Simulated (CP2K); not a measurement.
Crystal: ZrO2.

```
Zr O
1.0
     3.59928    0.00000    0.00000
     1.79964    3.11706    0.00000
     1.79964    1.03902    2.93880
Zr O
1 2
Direct
  0.00000 0.00000 0.00000
  0.75000 0.75000 0.75000
  0.25000 0.25000 0.25000
```

Measurements of this composition are mostly on another form, of space group No. 14.

Base run:

| Item | Value |
| --- | --- |
| Program | CP2K 2026.2 |
| Functional | PBEsol |
| Potentials or basis | POTENTIAL_UZH Zr GTH-PBE-q12, O GTH-PBE-q6; TZVP-MOLOPT-PBE-GTH basis |
| Density cutoff | 11565 eV |
| k mesh | 9 × 9 × 9 |
| Occupations | fermi-dirac, width 0.05 eV |
| Spin | no spin polarisation |

Its results: band gap on the k mesh 3.43 eV, indirect (least direct gap 3.91 eV); pressure -0.7 GPa.

Q: After a change of settings the same cell gave: band gap on the k mesh 3.49 eV, indirect (least direct gap 3.96 eV); pressure 5.8 GPa. Which change was it?
A. functional from PBEsol to revPBE
B. functional from PBEsol to PBE
C. functional from PBEsol to LDA
D. functional from PBEsol to BEEF-vdW

A: B.

PBE binds less tightly than PBEsol, so the same cell stands under more pressure.

Caveats: an odd mesh through Γ misses points on the zone boundary, where band edges often lie; the basis of atomic orbitals isn't converged, which shifts pressures, moduli and gaps; the potentials were made for another functional, which shifts forces and pressure (some runs).
